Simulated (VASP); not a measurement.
# ZnSe (rocksalt), LDA single-point calculation: VASP's output and Ansatz's

POSCAR

```
Zn Se
 1.0000000000000000
     0.0000000000000000    2.6587577899911223    2.6587577899911223
     2.6587577899911223    0.0000000000000000    2.6587577899911223
     2.6587577899911223    2.6587577899911223   -0.0000000000000000
 Zn  Se
   1   1
Cartesian
 -0.0000000000000000 -0.0000000000000000  0.0000000000000000
  2.6587577899911223  2.6587577899911223  2.6587577899911223
```

VASP ran with the recommended LDA PAW datasets (18 valence electrons in the cell).

From OUTCAR

```
k-points           NKPTS =     29   k-points in BZ     NKDIM =     29   number of bands    NBANDS=     16

   NELECT =      18.0000    total number of electrons

   dimension x,y,z NGX =    28 NGY =   28 NGZ =   28
   dimension x,y,z NGXF=    56 NGYF=   56 NGZF=   56

  energy-cutoff  :      520.00
  volume of cell :       37.59
      direct lattice vectors                 reciprocal lattice vectors
     0.000000000  2.658757790  2.658757790    -0.188057747  0.188057747  0.188057747
     2.658757790  0.000000000  2.658757790     0.188057747 -0.188057747  0.188057747
     2.658757790  2.658757790  0.000000000     0.188057747  0.188057747 -0.188057747

 k-points in reciprocal lattice and weights: KPOINTS created by Atomic Simulation Env
   0.00000000  0.00000000  0.00000000       0.002
   0.12500000  0.00000000  0.00000000       0.016
   0.25000000  0.00000000  0.00000000       0.016
   0.37500000  0.00000000  0.00000000       0.016
   0.50000000  0.00000000  0.00000000       0.008
   0.12500000  0.12500000  0.00000000       0.012
   0.25000000  0.12500000  0.00000000       0.047
   0.37500000  0.12500000  0.00000000       0.047
   ...

 E-fermi :   3.2792

 k-point     1 :       0.0000    0.0000    0.0000
  band No.  band energies     occupation
      1     -10.7206      2.00000
      2      -3.4413      2.00000
      3      -3.4413      2.00000
      4      -3.4215      2.00000
      5      -3.4215      2.00000
      6      -3.4215      2.00000
      7       2.8063      2.00000
      8       2.8063      2.00000
      9       2.8063      2.00000
     10       3.9835      0.00000
     11      11.9019      0.00000
     12      11.9019      0.00000
     13      11.9019      0.00000
     14      13.0917      0.00000
     15      13.0917      0.00000
     16      13.0917      0.00000

 k-point     2 :       0.1250    0.0000    0.0000
  band No.  band energies     occupation
      1     -10.5586      2.00000
      2      -3.4771      2.00000
      3      -3.4771      2.00000
      4      -3.4383      2.00000
      5      -3.4062      2.00000
      6      -3.4062      2.00000
      7       1.1489      2.00000
      8       2.8447      2.00000
      9       2.8447      2.00000
     10       5.4411      0.00000
     11      10.8029      0.00000
     12      11.3476      0.00000
     13      11.3476      0.00000
     14      12.6564      0.00000
     15      12.6564      0.00000
     16      12.9676      0.00000

 k-point     3 :       0.2500    0.0000    0.0000
  band No.  band energies     occupation
      1     -10.1146      2.00000
      2      -3.5665      2.00000
      3      -3.5665      2.00000
      4      -3.5166      2.00000
      5      -3.3643      2.00000
      6      -3.3643      2.00000
      7      -0.7841      2.00000
      8       2.9574      2.00000
      9       2.9574      2.00000
     10       6.5389      0.00000
     11       9.7546      0.00000
     12       9.7546      0.00000
     13       9.9293      0.00000
     14      12.9904      0.00000
     15      13.8027      0.00000
     16      13.8027      0.00000

 k-point     4 :       0.3750    0.0000    0.0000
  band No.  band energies     occupation
      1      -9.5569      2.00000
      2      -3.7668      2.00000
      3      -3.6538      2.00000
      4      -3.6538      2.00000
      5      -3.3216      2.00000
      6      -3.3216      2.00000
      7      -2.0998      2.00000
      8       3.1057      1.99966
      9       3.1057      1.99966
     10       6.6043      0.00000
     11       8.6094      0.00000
     12       8.6094      0.00000
     13       9.6415      0.00000
     14      14.3052      0.00000
     15      15.7141      0.00000
     16      15.7141      0.00000

 k-point     5 :       0.5000    0.0000    0.0000
  band No.  band energies     occupation
      1      -9.2700      2.00000
      2      -4.0187      2.00000
      3      -3.6893      2.00000
      4      -3.6893      2.00000
      5      -3.3038      2.00000
      6      -3.3038      2.00000
      7      -2.4800      2.00000
      8       3.1812      1.98523
      9       3.1812      1.98523
     10       6.4966      0.00000
     11       8.1915      0.00000
     12       8.1915      0.00000
     13       9.5502      0.00000
     14      15.7225      0.00000
     15      17.5685      0.00000
     16      17.5685      0.00000

 k-point     6 :       0.1250    0.1250    0.0000
  band No.  band energies     occupation
      1     -10.5071      2.00000
      2      -3.5292      2.00000
      3      -3.4370      2.00000
      4      -3.4318      2.00000
      5      -3.4089      2.00000
      6      -3.4089      2.00000
      7       1.3004      2.00000
      8       2.4654      2.00000
      9       2.4654      2.00000
     10       5.9849      0.00000
     11       9.9639      0.00000
     12      10.6956      0.00000
     13      11.8643      0.00000
     14      11.8643      0.00000
     15      14.3571      0.00000
     16      14.3571      0.00000

 ...

  Total       -1.0137423     -1.0137423     -1.0137423      0.0000000      0.0000000     -0.0000000
  in kB      -43.2087620    -43.2087620    -43.2087620      0.0000000      0.0000000     -0.0000000
  external PRESSURE =     -43.2087620 kB  Pullay stress =       0.0000000 kB

 POSITION                                       TOTAL-FORCE (eV/Angst)
 -----------------------------------------------------------------------------------
      0.00000      0.00000      0.00000         0.000000      0.000000      0.000000
      2.65876      2.65876      2.65876        -0.000000     -0.000000     -0.000000
 -----------------------------------------------------------------------------------
    total drift:                               -0.000000      0.000000      0.000000

  FREE ENERGIE OF THE ION-ELECTRON SYSTEM (eV)
  ---------------------------------------------------
  free  energy   TOTEN  =        -6.8227940862 eV

  energy  without entropy=       -6.8206784236  energy(sigma->0) =       -6.82173625
```

Each program uses its own PAW datasets. VASP's cell holds 18 valence electrons and Ansatz's 28. LDA means the Perdew–Zunger form with relativistic exchange in VASP and the Perdew–Wang form in Ansatz. Ansatz's stress includes a Pulay correction; VASP's doesn't.

**Question.** What does Ansatz give for the same cell and level of theory?

**Answer.** gap between bands v and c -1.21 eV (bands overlap: a metal); least direct gap 1.15 eV; pressure -4.7 GPa.

Ansatz printed

```
the search or the solves at the SCF's close seem to have found levels that the self-consistency loop had missed (the run counts 1). By its estimate they hold under 1e-12 electrons; where the run keeps them, the occupations were computed again with them
SCF 1 converged in 7 iterations: F = -8630.293399 eV  dr2 = 2.22e-10
  greatest PAW one-centre occupation: 1.000 electrons in one spin orbital (limit 2), on the Se atom at site 1 (counted from 0), in its partial waves of l = 2
NSCF: frozen V_eff on 7 k-points
SCF converged after 7 iterations
Free energy (F): -8630.293399 eV
Harris-Foulkes:  -8630.293399 eV  (|F-HF|=1.11e-10)
Internal energy: -8630.291343 eV  (E = F + TS)
E sigma→0 (E₀):  -8630.292371 eV
Entropy (-TS):   -0.002056 eV (-1.028 meV/atom)
Fermi energy:    9.263719 eV
--- Per-component energies (eV) ---
  E_band       = -322.578229
  E_kinetic    = 250.820466
  E_local      = -3817.830290  (includes V_loc(G=0)·N_el)
  E_nonlocal   = 29.054886
  E_hartree    = 1777.272448
  E_xc         = -238.799864
  E_vxc        = -151.679866  (∫ρ·V_xc dr)
  E_paw        = -3584.869351  (= ΣΔE_a)
  E_vpaw       = -187.488004  (= ΣTr[D̂ρ^β])
  E_aug_tail   = -0.001029  (compensation charges beyond the density's cutoff)
  E_ewald      = -3049.713113
  E_core_change = 3.774504  (= ΣΔE_core)
  E_smearing   = -0.002056  (= −TS)
  E_closure    = 0.000000  (closes the sum)
  Σ components = -8630.293399   (vs F -8630.293399, Δ=0.00e0)
--- Forces (eV/Å), atoms counted from 1 ---
  atom   1  Zn     0.00000000    -0.00000000     0.00000000
  atom   2  Se    -0.00000000     0.00000000    -0.00000000
  max |Σ_I F_I| component: 2.50e-30 eV/Å
--- Stress (GPa, compression-positive) ---
       -4.670649      -0.000000       0.000000
       -0.000000      -4.670649       0.000000
        0.000000       0.000000      -4.670649
  P = ⅓ Tr σ = -4.6706 GPa (-46.706 kbar)
--- Band table (eV; the first three rows and the last of 29) ---
  k-point 0: bands = ["-38.0221", "-38.0221", "-38.0185", "-38.0185", "-38.0185", "-4.7562", "2.5659", "2.5659", "2.5849", "2.5849", "2.5849", "8.7883", "8.7883", "8.7883", "9.9343", "17.9163", "17.9163", "17.9163"]
  k-point 1: bands = ["-38.0221", "-38.0221", "-38.0185", "-38.0184", "-38.0184", "-4.5951", "2.5298", "2.5298", "2.5680", "2.6002", "2.6002", "7.1251", "8.8282", "8.8282", "11.4029", "16.8001", "17.3528", "17.3528"]
  k-point 2: bands = ["-38.0221", "-38.0221", "-38.0184", "-38.0182", "-38.0182", "-4.1541", "2.4401", "2.4401", "2.4890", "2.6420", "2.6420", "5.1987", "8.9441", "8.9441", "12.5119", "15.7599", "15.7599", "15.9079"]
  k-point 28: bands = ["-38.0223", "-38.0219", "-38.0182", "-38.0182", "-38.0176", "-3.0244", "2.4028", "2.5371", "2.5371", "2.7443", "2.9632", "5.2988", "5.2988", "5.3816", "12.2911", "15.1098", "17.3901", "17.3901"]
```
